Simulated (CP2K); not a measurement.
Runs of CP2K 2026.2 on MgTe. It takes space group F-43m (No. 216, cubic). The conventional cell has a = 6.464 Å, b = 6.464 Å, c = 6.464 Å, α = 90.00°, β = 90.00°, γ = 90.00°. Te (site symmetry -43m) is surrounded by 4 Mg at 2.80 Å. Mg (site symmetry -43m) has 4 Te at 2.80 Å as nearest neighbours. The cell comes from a database or a generator and needn't be the stable form of this composition.

```tsv
level	potentials or basis	smearing	EPS_DEFAULT	points a segment of the path (NPOINTS)	bands added on the path	gap on the mesh (eV)	pressure (GPa)
LDA	GTH_POTENTIALS Te GTH-PADE-q6, Mg GTH-PADE-q10; TZVP-MOLOPT-PBE-GTH basis	fermi-dirac 0.01 eV	1.0E-9	10	4	2.08	-0.7
TB-mBJ	POTENTIAL_UZH Te GTH-PBE-q6, Mg GTH-PBE-q10; TZVP-MOLOPT-PBE-GTH basis	fermi-dirac 0.0259 eV	1.0E-10	6	4	(b)	-
PBEsol	POTENTIAL_UZH Te GTH-PBE-q6, Mg GTH-PBE-q10; TZVP-MOLOPT-PBE-GTH basis	fermi-dirac 0.01 eV	1.0E-9	8	2	2.10	0.9
r2SCAN	POTENTIAL_UZH Te GTH-SCAN-q6, Mg GTH-SCAN-q10; TZVP-MOLOPT-SCAN-GTH basis	fermi-dirac 0.01 eV	1.0E-9	8	6	(a)	0.7
```

Alike in all rows: task band structure; no spin polarisation; cell as given; k mesh 7 × 7 × 7.

Problem. Fill in the values left out.

Solution. (a) 2.89; (b) 2.69.

Caveats: spin-orbit coupling is left out, which moves the levels of the heavy elements; the basis of atomic orbitals isn't converged, which shifts pressures, moduli and gaps; the potentials were made for another functional, which shifts forces and pressure (some runs); this is a model potential without an energy functional, so only levels have meaning (some runs).

A k mesh can miss the band edges, and the runs leave out spin-orbit coupling on Te.

Runs at the PBE level aren't shown here.
